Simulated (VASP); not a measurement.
# Ir in VASP: work function with PBEsol

Aim: the work function of Ir with PBEsol.

Everything below comes from runs of VASP 6.6.1. Logs are shortened: lines on timing, memory, paths and dates and some standing lists are left out, and cuts for length are marked.

## (1) The structure

The cell holds a slab with vacuum, 9 atoms: a = 3.840 Å, b = 2.715 Å, c = 26.861 Å, α = 90.00°, β = 90.00°, γ = 90.00°.

The cell was built by a generator and needn't be a form met in nature.

## (2) Work function, PBEsol

Input file INCAR:

```
PREC = Accurate
ENCUT = 520
EDIFF = 1E-6
ISMEAR = 1
SIGMA = 0.1
LREAL = F
LASPH = T
NELM = 100
ALGO = Normal
ISIF = 2
LWAVE = F
LCHARG = F
LDIPOL = T
IDIPOL = 3
DIPOL = 0.5 0.5 0.500
GGA = PS
LVHAR = T
LVACPOTAV = T
```

Input file KPOINTS:

```
regular mesh
0
Gamma
  10 12 1
```

Input file POSCAR:

```
Ir
1.0
    3.8400000000      0.0000000000      0.0000000000
    0.0000000000      2.7152900400      0.0000000000
    0.0000000000      0.0000000000     26.8611601606
Ir
9
Direct
    0.0000000000      0.0000000000      0.2978277912
    0.5000000000      0.5000000000      0.3483708434
    0.0000000000      0.0000000000      0.3989138956
    0.5000000000      0.5000000000      0.4494569478
    0.0000000000      0.0000000000      0.5000000000
    0.5000000000      0.5000000000      0.5505430522
    0.0000000000      0.0000000000      0.6010861044
    0.5000000000      0.5000000000      0.6516291566
    0.0000000000      0.0000000000      0.7021722088
```

Potentials or basis: VASP PAW PBE potentials, release 64 (Ir).

On the command line:

```sh
cat potpaw_PBE.64/Ir/POTCAR > POTCAR
mpirun -np 1 vasp_std > vasp.out
```

OUTCAR:

```text
PREC = Accurate
   ENCUT = 520
   EDIFF = 1E-6
   ISMEAR = 1
   LREAL = F
   LASPH = T
   NELM = 100
   ISIF = 2
   GGA = PS

 ion  position               nearest neighbor table
   1  0.000  0.000  0.298-   2 2.72   2 2.72   2 2.72   2 2.72   3 2.72
   2  0.500  0.500  0.348-   1 2.72   1 2.72   1 2.72   1 2.72   3 2.72   3 2.72   3 2.72   3 2.72
                             4 2.72
   3  0.000  0.000  0.399-   4 2.72   4 2.72   4 2.72   4 2.72   2 2.72   2 2.72   2 2.72   2 2.72
                             5 2.72   1 2.72
   4  0.500  0.500  0.449-   3 2.72   5 2.72   3 2.72   5 2.72   3 2.72   5 2.72   3 2.72   5 2.72
                             6 2.72   2 2.72
   5  0.000  0.000  0.500-   4 2.72   6 2.72   4 2.72   6 2.72   4 2.72   6 2.72   4 2.72   6 2.72
                             3 2.72   7 2.72
   6  0.500  0.500  0.551-   5 2.72   7 2.72   5 2.72   7 2.72   5 2.72   7 2.72   5 2.72   7 2.72
                             4 2.72   8 2.72
   7  0.000  0.000  0.601-   6 2.72   6 2.72   6 2.72   6 2.72   8 2.72   8 2.72   8 2.72   8 2.72
                             5 2.72   9 2.72
   8  0.500  0.500  0.652-   9 2.72   9 2.72   9 2.72   9 2.72   7 2.72   7 2.72   7 2.72   7 2.72
                             6 2.72
   9  0.000  0.000  0.702-   8 2.72   8 2.72   8 2.72   8 2.72   7 2.72

  LATTYP: Found a simple orthorhombic cell.
 ALAT       =     2.7152900400
 B/A-ratio  =     1.4142135622
 C/A-ratio  =     9.8925565096

  Lattice vectors:

 A1 = (   0.0000000000,  -2.7152900400,   0.0000000000)
 A2 = (   3.8400000000,   0.0000000000,   0.0000000000)
 A3 = (   0.0000000000,   0.0000000000,  26.8611601606)

Analysis of symmetry for initial positions (statically):
=====================================================================
 Subroutine PRICEL returns:
 Original cell was already a primitive cell.

 Routine SETGRP: Setting up the symmetry group for a
 simple orthorhombic supercell.

 Subroutine GETGRP returns: Found  8 space group operations
 (whereof  8 operations were pure point group operations)
 out of a pool of  8 trial point group operations.

The static configuration has the point symmetry D_2h.

Analysis of symmetry for dynamics (positions and initial velocities):
=====================================================================
 Subroutine PRICEL returns:
 Original cell was already a primitive cell.

 Routine SETGRP: Setting up the symmetry group for a
 simple orthorhombic supercell.

 Subroutine GETGRP returns: Found  8 space group operations
 (whereof  8 operations were pure point group operations)
[... 130 lines left out ...]
   EFERMI =   0.00;   METHOD = LEGACY
   ISMEAR =     1;   SIGMA  =   0.10  broadening in eV -4-tet -1-fermi 0-gaus
   EFERMI_NEDOS =   21; number of points for ismear=-14 and -15
   IALGO  =     38    algorithm
   IMIX   =      4    mixing-type and parameters
     AMIX     =   0.40;   BMIX     =  1.00
     AMIX_MAG =   1.60;   BMIX_MAG =  1.00
  volume/ion in A,a.u.               =      31.12       210.00
  Fermi-wavevector in a.u.,A,eV,Ry     =   1.082628  2.045870 15.947151  1.172083
  Thomas-Fermi vector in A             =   2.218674
   LORBIT       =      0    0 simple, 1 ext, 2 COOP (PROOUT), +10 PAW based schemes
   GGA     = PS    functional components
   LHFCALC =     F    Hartree Fock is set to
   AEXX    =    0.0000 exact exchange contribution
   IVDW    =     0    specifies the selected vdW correction
   LEPSILON=     F    determine dielectric tensor
   LRPA    =     F    only Hartree local field effects (RPA)
 non-spin polarized calculation
 Methfessel and Paxton  Order N= 1 SIGMA  =   0.10
  energy-cutoff  :      520.00
  volume of cell :      280.07
 maximum number of plane-waves:      7614
 NGX is ok and might be reduce to    30
   NGX = 15   NGY = 11   NGZ = 99

 dipolmoment           0.000000      0.000000      0.000000 electrons x Angstroem

 number of electron      80.9999995 magnetization

 dipolmoment           0.000000      0.000000     -0.000000 electrons x Angstroem

 Free energy of the ion-electron system (eV)
  ---------------------------------------------------
  ext. energy  EPLUGINS =         0.00000000
  ---------------------------------------------------
  free energy    TOTEN  =       -83.71348569 eV

  energy without entropy =      -83.71263012  energy(sigma->0) =      -83.71320050

 E-fermi :   1.7542     XC(G=0):  -7.2820

 val. band max:        1.7538546796   @ k =   0.4000   0.5000   0.0000
 cond. band min:       1.7610660799   @ k =   0.2000   0.5000   0.0000
 fundamental gap:      0.0072114003
 Fermi energy:         1.7541960517

 k-point     1 :       0.0000    0.0000    0.0000
  band No.  band energies     occupation
      1      -9.0629      2.00000
      2      -8.0829      2.00000
      3      -6.7622      2.00000
      4      -5.9097      2.00000
      5      -5.3899      2.00000
      6      -5.3307      2.00000
[... 1213 lines left out ...]
     47       2.4512     -0.00000
     48       3.3271     -0.00000

 [... further k-points ...]

------------------------ aborting loop because EDIFF is reached ----------------------------------------

  FORCE on cell =-STRESS in cart. coord.  units (eV):
  Direction    XX          YY          ZZ          XY          YZ          ZX
  --------------------------------------------------------------------------------------
  -------------------------------------------------------------------------------------
  Total       -8.5044086    -10.6522194     -8.1887706      0.0000000      0.0000000      0.0000000
  in kB      -48.6499594    -60.9366349    -46.8443342      0.0000000      0.0000000      0.0000000
  external PRESSURE =     -52.1436428 kB  Pullay stress =       0.0000000 kB

 VOLUME and BASIS-vectors are now :
 -----------------------------------------------------------------------------
  energy-cutoff  :      520.00
  volume of cell :      280.07
      direct lattice vectors                 reciprocal lattice vectors
     3.840000000  0.000000000  0.000000000     0.260416667  0.000000000  0.000000000
     0.000000000  2.715290040  0.000000000     0.000000000  0.368284782  0.000000000
     0.000000000  0.000000000 26.861160161     0.000000000  0.000000000  0.037228474

 POSITION                                       TOTAL-FORCE (eV/Angst)
 -----------------------------------------------------------------------------------
      0.00000      0.00000      8.00000         0.000000     -0.000000      1.653613
      1.92000      1.35765      9.35765         0.000000      0.000000     -1.053456
      0.00000      0.00000     10.71529        -0.000000     -0.000000     -0.379583
      1.92000      1.35765     12.07294         0.000000     -0.000000      0.275039
      0.00000      0.00000     13.43058         0.000000     -0.000000      0.000000
      1.92000      1.35765     14.78823         0.000000     -0.000000     -0.275039
      0.00000      0.00000     16.14587        -0.000000      0.000000      0.379583
      1.92000      1.35765     17.50352         0.000000     -0.000000      1.053456
      0.00000      0.00000     18.86116         0.000000     -0.000000     -1.653613
 -----------------------------------------------------------------------------------
    total drift:                                0.000000      0.000000     -0.000000

  FREE ENERGIE OF THE ION-ELECTRON SYSTEM (eV)
  ---------------------------------------------------
  free  energy   TOTEN  =       -83.7134856896 eV

  energy  without entropy=      -83.7126301244  energy(sigma->0) =      -83.71320050

 vacuum level on the upper side and lower side of the slab         6.993         6.993
```

stdout:

```text
POSCAR found type information on POSCAR Ir
 POSCAR found :  1 types and       9 ions
 scaLAPACK will be used
 -----------------------------------------------------------------------------
|                                                                             |
[... 23 lines left out ...]
|     field-free region was found. Please increase the size of  your cell     |
|     in the dimension of the dipole correction to obtain accurate            |
|     workfunction values.                                                    |
|                                                                             |
 -----------------------------------------------------------------------------
```

Wall time 14 min (1 thread of AMD EPYC 9R45 (Zen 5), shared host); peak memory 0.55 GiB.

What came out:

| Property | Result |
| --- | --- |
| Free energy | -83.7135 eV |
| Largest force | 1.654 eV/Å |
| Band gap on the k mesh | none (metal or under the smearing width) |
| Work function of the upper face | 5.24 eV |
| Work function of the lower face | 5.24 eV |

Forces in eV/Å, atoms in the order of the input:
```
Ir   0.000  0.000  1.654
Ir   0.000  0.000 -1.053
Ir   0.000  0.000 -0.380
Ir   0.000  0.000  0.275
Ir   0.000  0.000  0.000
Ir   0.000  0.000 -0.275
Ir   0.000  0.000  0.380
Ir   0.000  0.000  1.053
Ir   0.000  0.000 -1.654
```

Levels at points of the mesh, in eV from the Fermi level:
| k point | band 40 | band 41 | band 42 | band 43 | band 44 | band 45 |
| --- | --- | --- | --- | --- | --- | --- |
| (0.00, 0.00, 0.00) | -0.80 | -0.43 | -0.19 | -0.09 | 0.29 | 0.64 |
| (0.50, 0.00, 0.00) | -0.11 | -0.07 | 0.08 | 0.13 | 0.23 | 0.51 |
| (0.00, 0.50, 0.00) | 0.78 | 0.81 | 0.95 | 1.21 | 1.29 | 1.39 |
| (0.50, 0.50, 0.00) | 0.74 | 0.78 | 0.88 | 0.93 | 0.94 | 0.94 |

Caveat: the PAW data sets were made with another functional, which shifts forces and pressure a little. The run has no spin-orbit coupling, so splittings on Ir are missing.
